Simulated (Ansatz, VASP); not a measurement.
**Two plane-wave programs on Na**

The input INCAR:

```
SYSTEM = Na
PREC = Accurate ; ENCUT = 520
EDIFF = 1E-8 ; ISMEAR = -1
SIGMA = 0.05 ; LREAL = .FALSE.
LASPH = .TRUE. ; NELM = 100
ALGO = Normal ; ISIF = 2
LWAVE = .FALSE. ; LCHARG = .FALSE.
GGA = PS ; LEFG = .TRUE.
NBANDS = 14
```

File KPOINTS:

```
regular mesh
0
G
  13 13 7
  0 0 0
```

Contents of POSCAR:

```
Na
1.0
    3.7670009976      0.0000000000      0.0000000000
   -1.8835004988      3.2623185600      0.0000000000
    0.0000000000      0.0000000000      6.1540000000
Na
2
Direct
    0.3333333333      0.6666666667      0.2500000000
    0.6666666667      0.3333333333      0.7500000000
```

Input for Ansatz:

```yaml
crystal:
  lattice:
    - [3.7670009976, 0.0, 0.0]
    - [-1.8835004988, 3.26231856, 0.0]
    - [0.0, 0.0, 6.154]
  atoms:
    - { symbol: Na, position: [0.3333333333, 0.6666666667, 0.25] }
    - { symbol: Na, position: [0.6666666667, 0.3333333333, 0.75] }
kpoints:
  mp_grid: { grid: [13, 13, 7] }
  band_path:
    path:
      - [0.0, 0.0, 0.0]
      - [0.5, 0.0, 0.0]
      - [0.3333333333, 0.3333333333, 0.0]
      - [0.0, 0.0, 0.0]
      - [0.0, 0.0, 0.5]
      - [0.5, 0.0, 0.5]
      - [0.3333333333, 0.3333333333, 0.5]
      - [0.0, 0.0, 0.5]
      - [0.5, 0.0, 0.5]
    npoints: 5
scf:
  occupations: { method: fermi_dirac, width: 0.05 }
hamiltonian:
  xc: pbesol
  pseudopotentials: { kind: paw }
output:
  forces: true
  stress: true
  eigenvalues: true
  efg: { contact_densities: true }
```

Alike in both runs: task electric field gradients; functional PBEsol; k mesh 13 × 13 × 7; occupations fermi-dirac, width 0.05 eV; no spin polarisation.

```csv
,VASP,Ansatz
version,VASP 6.6.1,Ansatz 0.2.0
potentials or method,"VASP PAW PBE potentials, release 64 (Na_pv)","PAW with Ansatz's default frozen-core files, scalar-relativistic"
plane-wave cutoff (eV),520,420
valence electrons in the cell,14,18
```

Ansatz gave:

| Property | Result |
| --- | --- |
| pressure (GPa) | -0.3 |
| largest component of the traceless stress (GPa) | 0.08 |
| Vzz of the field gradient on the site that differs most (V/Å²) | -0.2 |

Question: Which values does VASP return?

Answer: Pressure (GPa): -0.3; largest component of the traceless stress (GPa): 0.08; Vzz of the field gradient on the site that differs most (V/Å²): -0.3.

The two sets of potentials don't hold the same shells in valence.

Caveats: the PAW data sets were made with another functional, which shifts forces and pressure a little (VASP).
